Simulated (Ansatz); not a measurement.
**Lattice vibrations of NaF at Γ**

Computed with DFT PBE, scalar-relativistic, plane waves, PAW in Ansatz. Plane waves to 420 eV; Γ-centred k mesh 4×4×4; fixed occupations. No spin polarisation. Phonons by linear response, acoustic sum rule imposed.

The cell, relaxed at this level:
```
Na F
1.0
     6.31125    0.00000    0.00000
     0.00000    6.31125    0.00000
     0.00000    0.00000    6.31125
Na F
6 6
Cartesian
  4.7334 3.1556 0.0000
  3.1556 0.0000 4.7334
  0.0000 4.7334 3.1556
  0.0000 1.5778 3.1556
  1.5778 3.1556 0.0000
  3.1556 0.0000 1.5778
  3.1556 4.7334 0.0000
  4.7334 0.0000 3.1556
  0.0000 3.1556 4.7334
  1.5778 0.0000 3.1556
  0.0000 3.1556 1.5778
  3.1556 1.5778 0.0000
```

The structure comes from a generated guess, relaxed at this level; another structure or a mixture of phases may lie lower.

(1) Is this structure stable against zone-centre distortions?

(2) List the optical modes at Γ without the LO field (i marks imaginary ones).

Answers

(1) Yes, at Γ: no optical mode is imaginary. Strains and other wave vectors aren't tested by this run.

(2)
| frequency (THz) | degeneracy | IR intensity of the level ((D/Å)²/amu) |
| --- | --- | --- |
| 2.68 | 3 | 0.00 |
| 2.81 | 3 | 1.57 |
| 4.01 | 3 | 0.00 |
| 5.85 | 3 | 0.00 |
| 6.64 | 1 | 0.00 |
| 6.82 | 3 | 0.00 |
| 6.93 | 3 | 0.00 |
| 7.98 | 2 | 0.00 |
| 8.03 | 3 | 0.00 |
| 8.36 | 3 | 9.14 |
| 8.73 | 3 | 25.07 |
| 10.54 | 2 | 0.00 |
| 10.54 | 1 | 0.00 |
